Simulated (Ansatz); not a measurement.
# Si(111) with Br on 50 % of the top atoms and H on the rest: bands and core levels, part 4 of 4

What would XPS and angle-resolved spectra of Si(111) with Br on 50 % of the top atoms and H on the rest look like?

Ansatz 0.2.0; DFT, PBE, plane-wave PAW, scalar-relativistic; PAW set soft_1.

So far, gap on the k-mesh (eV): step 2 (relaxing the atoms) 1.07; step 3 (layer-resolved bands, DOS and potential) 1.07.

## 5. Z+1 stand-in on atom 8

System of this step: Si23PH6Br2. The cell holds 32 atoms: 2 Br, 6 H, 23 Si and 1 P. Cell: a = 7.679 Å, b = 7.679 Å, c = 24.774 Å, α = 90.0°, β = 90.0°, γ = 60.0°. It derives from Si. Regions: ad, 4 atoms (2 Br and 2 H); L1, 4 atoms (3 Si and 1 P); L2, 4 atoms (4 Si); L3, 4 atoms (4 Si); mid, 4 atoms (4 Si); rest, 12 atoms (8 Si and 4 H). Vacuum lies along c.

The same swap on atom 8.

input.yaml

```yaml
crystal:
  lattice:
    - [7.6791796437, 0.0, 0.0]
    - [3.8395898218, 6.6503646517, 0.0]
    - [0.0, 0.0, 24.7737769138]
  atoms:
    - { symbol: Br, position: [0.0002113293, -0.0004226587, 0.7176148627] }
    - { symbol: Br, position: [0.5002113293, -0.0004226587, 0.7176148627] }
    - { symbol: H, position: [-0.0002474268, 0.5004948537, 0.6888599581] }
    - { symbol: H, position: [0.4997525732, 0.5004948537, 0.6888599581] }
    - { symbol: Si, position: [-0.0001660556, 0.0003321113, 0.626387956] }
    - { symbol: Si, position: [0.4998339444, 0.0003321113, 0.626387956] }
    - { symbol: Si, position: [0.0003957263, 0.4992085473, 0.6283674497] }
    - { symbol: P, position: [0.5003957263, 0.4992085473, 0.6283674497] }
    - { symbol: Si, position: [0.8324505692, 0.3350988616, 0.596292787] }
    - { symbol: Si, position: [0.3324505692, 0.3350988616, 0.596292787] }
    - { symbol: Si, position: [0.8344353397, 0.8311293207, 0.596029118] }
    - { symbol: Si, position: [0.3344353397, 0.8311293207, 0.596029118] }
    - { symbol: Si, position: [0.8332929577, 0.3334140845, 0.5008119153] }
    - { symbol: Si, position: [0.3332929577, 0.3334140845, 0.5008119153] }
    - { symbol: Si, position: [0.8332726992, 0.8334546017, 0.5005157963] }
    - { symbol: Si, position: [0.3332726992, 0.8334546017, 0.5005157963] }
    - { symbol: Si, position: [0.1665192088, 0.1669615824, 0.4684806859] }
    - { symbol: Si, position: [0.6665192088, 0.1669615824, 0.4684806859] }
    - { symbol: Si, position: [0.1667155684, 0.6665688632, 0.4683475177] }
    - { symbol: Si, position: [0.6667155684, 0.6665688632, 0.4683475177] }
    - { symbol: Si, position: [0.1666666665, 0.166666667, 0.373126513] }
    - { symbol: Si, position: [0.6666666665, 0.166666667, 0.373126513] }
    - { symbol: Si, position: [0.1666666665, 0.666666667, 0.373126513] }
    - { symbol: Si, position: [0.6666666665, 0.666666667, 0.373126513] }
    - { symbol: Si, position: [0.0, 0.0, 0.341490118] }
    - { symbol: Si, position: [0.5, 0.0, 0.341490118] }
    - { symbol: Si, position: [0.0, 0.5, 0.341490118] }
    - { symbol: Si, position: [0.5, 0.5, 0.341490118] }
    - { symbol: H, position: [0.0, 0.0, 0.282556835] }
    - { symbol: H, position: [0.5, 0.0, 0.282556835] }
    - { symbol: H, position: [0.0, 0.5, 0.282556835] }
    - { symbol: H, position: [0.5, 0.5, 0.282556835] }
kpoints:
  mp_grid: { grid: [3, 3, 1] }
scf:
  occupations: { method: fermi_dirac, width: 0.02 }
  n_extra_bands: 25
hamiltonian:
  xc: pbe
  pseudopotentials: { kind: paw, azcp: { folder: soft_1 } }
output:
  forces: true
  write_potential: true
  volumetric_format: []
efield:
  axis: 3
  dipole_correction: true
```

Run with:

```sh
> ansatz run input.yaml --threads 4 --pin off --max-ram 11264MiB --backend cpu --events-out ev --progress --plain --runs-dir out
```

Numbers of over 12 decimals in the logs are rounded to 6 here.

What it wrote:

```text
[...]
Crystal: 32 atoms, lattice volume = 1265.181 Å³
Basis set: ecut = 420 eV, 24701 PW (Γ), exchange–correlation on 108×108×360 points (8 copies of the dense FFT grid, shifted against one another)
Bands: 84, of which v1, the nominal top of the filled ones, is band 59 counted from 1 (58 counted from 0)
Symmetry: 2 space group operations
[...]
k-point 1: bands = [... 55 lower, -1.3583, -1.0254, -0.6019, 0.8535, 1.2761, 1.5643, 1.6740, 1.7448, ... 21 higher]
  k-point 2: bands = [... 55 lower, -1.3292, -1.1735, -0.6338, 0.8367, 1.2892, 1.5859, 1.6755, 1.7677, ... 21 higher]
  k-point 3: bands = [... 55 lower, -1.5269, -1.4639, -1.3521, 1.7103, 1.7812, 2.0542, 2.1565, 2.2607, ... 21 higher]
[key lines of the parts left out:]
SCF converged after 14 iterations
Free energy (F): -21041.564994 eV
Fermi energy:    0.836110 eV
Dipole field:    D = -0.012581 V/Å  (p = -0.087963 e·Å, saw-weighted, corrected)
Work function:   Φ+ = 4.0132 eV   Φ− = 3.7015 eV
```

The job ended after 8.2 s (4 threads of AMD EPYC 9B45 (Zen 5), shared host; peak memory 2.2 GiB; 28 s of CPU time).

Numbers from this step:

```
free energy             : -21041.5650 eV
energy at zero smearing : -21041.5531 eV
smearing term TS        : 0.02369 eV
Fermi energy            : 0.8361 eV
```

## 6. Z+1 stand-in on atom 9

System of this step: Si23PH6Br2. The cell holds 32 atoms: 2 Br, 6 H, 23 Si and 1 P. Its edges and angles: a = 7.679 Å, b = 7.679 Å, c = 24.774 Å, α = 90.0°, β = 90.0°, γ = 60.0°. It derives from Si. Regions: ad, 4 atoms (2 Br and 2 H); L1, 4 atoms (4 Si); L2, 4 atoms (1 P and 3 Si); L3, 4 atoms (4 Si); mid, 4 atoms (4 Si); rest, 12 atoms (8 Si and 4 H). Vacuum lies along c.

The same swap on atom 9.

Changes to input.yaml since step 5:

```diff
@@ -13,4 +13,4 @@
     - { symbol: Si, position: [0.0003957263, 0.4992085473, 0.6283674497] }
-    - { symbol: P, position: [0.5003957263, 0.4992085473, 0.6283674497] }
-    - { symbol: Si, position: [0.8324505692, 0.3350988616, 0.596292787] }
+    - { symbol: Si, position: [0.5003957263, 0.4992085473, 0.6283674497] }
+    - { symbol: P, position: [0.8324505692, 0.3350988616, 0.596292787] }
     - { symbol: Si, position: [0.3324505692, 0.3350988616, 0.596292787] }
```

What it wrote:

```text
[...]
Crystal: 32 atoms, lattice volume = 1265.181 Å³
Basis set: ecut = 420 eV, 24701 PW (Γ), exchange–correlation on 108×108×360 points (8 copies of the dense FFT grid, shifted against one another)
Bands: 84, of which v1, the nominal top of the filled ones, is band 59 counted from 1 (58 counted from 0)
Symmetry: 2 space group operations
[...]
k-point 1: bands = [... 55 lower, -1.3645, -1.0588, -0.6122, 0.8477, 1.2903, 1.5102, 1.7020, 1.7943, ... 21 higher]
  k-point 2: bands = [... 55 lower, -1.3510, -1.1940, -0.6448, 0.8522, 1.3376, 1.5482, 1.6098, 1.7721, ... 21 higher]
  k-point 3: bands = [... 55 lower, -1.5866, -1.4847, -1.3500, 1.7287, 1.8625, 2.0222, 2.0701, 2.2785, ... 21 higher]
[key lines of the parts left out:]
SCF converged after 15 iterations
Free energy (F): -21041.709333 eV
Fermi energy:    0.842385 eV
Dipole field:    D = -0.016415 V/Å  (p = -0.114773 e·Å, saw-weighted, corrected)
Work function:   Φ+ = 4.0571 eV   Φ− = 3.6505 eV
```

Elapsed: 8.7 s, on 4 threads; peak memory 2.3 GiB; 30 s of CPU time.

Numbers from this step:

```yaml
free_energy: -21041.7093 eV
energy_at_zero_smearing: -21041.6975 eV
smearing_term_ts: 0.02375 eV
fermi_energy: 0.8424 eV
```

## 7. Z+1 stand-in on atom 17

System of this step: Si23PH6Br2. The cell holds 32 atoms: 2 Br, 6 H, 23 Si and 1 P. Its edges and angles: a = 7.679 Å, b = 7.679 Å, c = 24.774 Å, α = 90.0°, β = 90.0°, γ = 60.0°. It derives from Si. Regions: ad, 4 atoms (2 Br and 2 H); L1, 4 atoms (4 Si); L2, 4 atoms (4 Si); L3, 4 atoms (4 Si); mid, 4 atoms (1 P and 3 Si); rest, 12 atoms (8 Si and 4 H). Vacuum lies along c.

The same swap on atom 17.

Changes to input.yaml since step 6:

```diff
@@ -14,3 +14,3 @@
     - { symbol: Si, position: [0.5003957263, 0.4992085473, 0.6283674497] }
-    - { symbol: P, position: [0.8324505692, 0.3350988616, 0.596292787] }
+    - { symbol: Si, position: [0.8324505692, 0.3350988616, 0.596292787] }
     - { symbol: Si, position: [0.3324505692, 0.3350988616, 0.596292787] }
@@ -22,3 +22,3 @@
     - { symbol: Si, position: [0.3332726992, 0.8334546017, 0.5005157963] }
-    - { symbol: Si, position: [0.1665192088, 0.1669615824, 0.4684806859] }
+    - { symbol: P, position: [0.1665192088, 0.1669615824, 0.4684806859] }
     - { symbol: Si, position: [0.6665192088, 0.1669615824, 0.4684806859] }
```

What it wrote:

```text
[...]
Crystal: 32 atoms, lattice volume = 1265.181 Å³
Basis set: ecut = 420 eV, 24701 PW (Γ), exchange–correlation on 108×108×360 points (8 copies of the dense FFT grid, shifted against one another)
Bands: 84, of which v1, the nominal top of the filled ones, is band 59 counted from 1 (58 counted from 0)
Symmetry: 2 space group operations
[...]
k-point 1: bands = [... 55 lower, -1.3677, -1.0863, -0.6746, 0.7584, 1.3772, 1.5432, 1.5602, 1.6629, ... 21 higher]
  k-point 2: bands = [... 55 lower, -1.3610, -1.1862, -0.7501, 0.7640, 1.3238, 1.5601, 1.6158, 1.7049, ... 21 higher]
  k-point 3: bands = [... 55 lower, -1.6424, -1.4904, -1.3470, 1.7186, 1.7402, 1.9504, 2.0630, 2.1608, ... 21 higher]
[key lines of the parts left out:]
SCF converged after 16 iterations
Free energy (F): -21041.699926 eV
Fermi energy:    0.759794 eV
Dipole field:    D = -0.031586 V/Å  (p = -0.220844 e·Å, saw-weighted, corrected)
Work function:   Φ+ = 4.3426 eV   Φ− = 3.5601 eV
```

The job ended after 9.7 s (4 threads; peak memory 2.3 GiB).

This step gave:

* free energy: -21041.6999 eV
* energy at zero smearing: -21041.6879 eV
* smearing term TS: 0.02400 eV
* Fermi energy: 0.7598 eV

## 8. Shifts from the Z+1 runs

An atom with a screened core hole acts like the next element, so the difference of two such total energies is the shift between the two sites; positive is more bound. Shifts count from the last listed atom of each element.

```csv
atom,region,replaced by,shell meant,free energy (eV),shift (eV)
Si5,layer 1,P,2p,-21041.001,+0.70
Si8,layer 1,P,2p,-21041.565,+0.13
Si9,layer 2,P,2p,-21041.709,-0.01
Si17,middle,P,2p,-21041.700,+0.00
```

The stand-in's nearest image is 7.7 Å away. The method gives no absolute levels and the same shift for every shell of an atom.

## 9. What came out

```yaml
ionisation_potential: 5.32 eV (upper face; lower face 4.65 eV)
electron_affinity_kohn_sham: 4.25 eV (slab's lowest empty level against the upper vacuum)
si_core_shifts_among_the_listed_atoms_from_the_last_listed_one: -0.01 to +0.70 eV
```

In words: The valence top of Si(111) with Br on 50 % of the top atoms and H on the rest lies 5.32 eV (upper face; lower face 4.65 eV) below the vacuum and the lowest empty level 4.25 eV below the vacuum of the upper face. Only the strongest levels a point were stored, too few to count surface states. The upper face's value lies 0.68 eV above that of the hydrogen-covered lower face; the difference is the dipole step of the groups. Core shifts by the Z+1 route: Si -0.01 to +0.70 eV. Among the sites run, the most bound Si 2p level is that of Si5 (layer 1), bonded to 3 Si and 1 Br; the least bound, 0.71 eV shallower, that of Si9 (layer 2), bonded to 4 Si. That is the order that electronegative neighbours give as a rule, though screening of the hole enters too. With the next element in place the extra electron enters the lowest empty band of the cell, and its attraction to the stand-in enters the order. At 21.2 eV the valence spectrum has its highest listed peak within 10.8 eV at 2.4 eV (Br 4p). At 1486.7 eV the valence spectrum has its highest listed peaks within 13 eV at 2.4 eV (Br 4p), 6.5 eV (Si 3s) and 9.2 eV (Si 3s). The shell named is the one with most of the intensity, cross sections included, not always the one with most states there. In the main run, from 1486.7 eV towards hard X-rays the Br 4s share grows by 15 points, as its cross section falls more slowly with photon energy than those of the shells it gains on. The spectra rest on a 3×3×1 mesh, so closely spaced maxima can be ripples of the mesh. The slab's own atoms span 7.1 Å, so bulk bands appear as a few quantum-well levels, and states of the two faces can mix. The affinity uses the Kohn–Sham gap, which is too small, so the true affinity is lower and the true ionisation potential usually higher.

[Logs are printed without paths, hosts, clocks, repeated set-up lines and the standing remarks that a program may print on its own settings, such as how far it seeks lower states.]

[Hosts, paths, dates, database ids (printed as entryN), source tags and the programs' standing remarks are cut or masked in the printed files.]

[Maps of the electrostatic potential energy from Ansatz leave out the sawtooth potential of an applied field or a dipole correction, so their vacuum need not be flat; work functions include it.]
